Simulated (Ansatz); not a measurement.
TiO2 under changes of volume

One of the cells (12.226 Å³/atom); the others are scaled copies at fixed shape and fractional positions:

```xyz
12
Lattice="6.1536 -1.8835 0.0000 6.1536 1.8835 0.0000 -1.9283 0.0000 6.3290" Properties=species:S:1:pos:R:3 pbc="T T T"
Ti   10.5189    0.0000    1.8329
Ti    1.8562    0.0000    1.7959
Ti   -0.1400    0.0000    4.4961
Ti    8.5226    0.0000    4.5330
O     3.8886    0.0000    1.8569
O     1.9846    0.0000    4.1297
O     8.7534    0.0000    6.2992
O     8.3943    0.0000    2.1993
O    10.3741    0.0000    3.9874
O     1.6255    0.0000    0.0298
O     6.4903    0.0000    4.4721
O     0.0047    0.0000    2.3416
```

The cell comes from a database or a generator and needn't be the stable form of this composition.

```yaml
Program: Ansatz 0.2.0
Functional: PBE
Potentials_or_basis: Ansatz PAW
Cutoff: "420 eV (not typed: the program's choice for these potentials)"
k_mesh: 8 × 8 × 4
Occupations: fermi-dirac, width 0.05 eV
Spin: no spin polarisation
```

```csv
volume (Å³/atom),energy over the lowest point (meV/atom),pressure (GPa),gap on the mesh (eV),largest force (eV/Å)
11.492,23.91,12.3,2.97,0.285
11.737,?,?,?,?
11.981,1.24,2.9,2.82,0.061
12.226,0.00,-1.2,2.75,0.186
12.470,4.55,-4.8,2.68,0.315
12.715,14.40,-8.0,2.61,0.437
12.959,28.95,-11.0,2.55,0.552
```

Problem. What does the run at 11.737 Å³/atom give?

Solution. Energy over the lowest point 8.97 meV/atom; pressure 7.3 GPa; gap on the mesh 2.89 eV; largest force 0.155 eV/Å.

Worked out: A Birch-Murnaghan fit of order 3 (a polynomial in V^(-2/3)) to the other rows has its minimum at 12.15 Å³/atom with B0 = V·E''(V) = 196 GPa and B' = 4.2 at fixed shape and positions, which overstates the stiffness. It gives 8.96 meV/atom at 11.737 Å³/atom, against the run's 8.97, and -dE/dV = 7.3 GPa, against 7.3. A straight line through the other rows of the gap, of slope -3.51 eV per unit of ln V, gives 2.89 eV, against the run's 2.89.

Energies are extrapolated to zero smearing.

A mesh can miss the band edges.
